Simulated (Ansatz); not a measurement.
Cl under changes of volume

One of the cells (29.048 Å³/atom); the others are scaled copies at fixed shape and fractional positions:

```
CELL_PARAMETERS angstrom
3.14500 -2.25000 0.00000
3.14500 2.25000 0.00000
0.00000 0.00000 8.21000
ATOMIC_POSITIONS crystal
Cl 0.37000 0.63000 0.40000
Cl 0.13000 0.87000 0.90000
Cl 0.63000 0.37000 0.60000
Cl 0.87000 0.13000 0.10000
```

```yaml
Program: Ansatz 0.2.0
Functional: PBEsol
Potentials_or_basis: all-electron LAPW, scalar-relativistic
Cutoff: 307 eV (chosen from the basis error)
Basis_error_allowed: 0.001 eV/atom
k_mesh: 7 × 7 × 4
Occupations: fermi-dirac, width 0.05 eV
Spin: no spin polarisation
```

```tsv
volume (Å³/atom)	energy over the lowest point (meV/atom)	pressure (GPa)	gap on the mesh (eV)	largest force (eV/Å)
27.305	2.20	1.0	2.66	0.654
27.886	0.00	0.3	2.58	0.376
28.467	0.09	-0.3	2.51	0.141
29.048	?	?	?	?
29.629	6.20	-1.3	2.37	0.384
30.210	11.80	-1.8	2.30	0.590
30.791	18.84	-2.1	2.24	0.784
```

Q: What does the run at 29.048 Å³/atom give?

A: Energy over the lowest point 2.23 meV/atom; pressure -0.9 GPa; gap on the mesh 2.44 eV; largest force 0.174 eV/Å.

Worked out: A Birch-Murnaghan fit of order 3 (a polynomial in V^(-2/3)) to the other rows has its minimum at 28.15 Å³/atom with B0 = V·E''(V) = 29 GPa and B' = 4.6 at fixed shape and positions, which overstates the stiffness. It gives 2.23 meV/atom at 29.048 Å³/atom, against the run's 2.23, and -dE/dV = -0.9 GPa, against -0.9. A straight line through the other rows of the gap, of slope -3.5 eV per unit of ln V, gives 2.44 eV, against the run's 2.44.

Energies are extrapolated to zero smearing.

Caveats: an odd mesh through Γ misses points on the zone boundary, where band edges often lie.
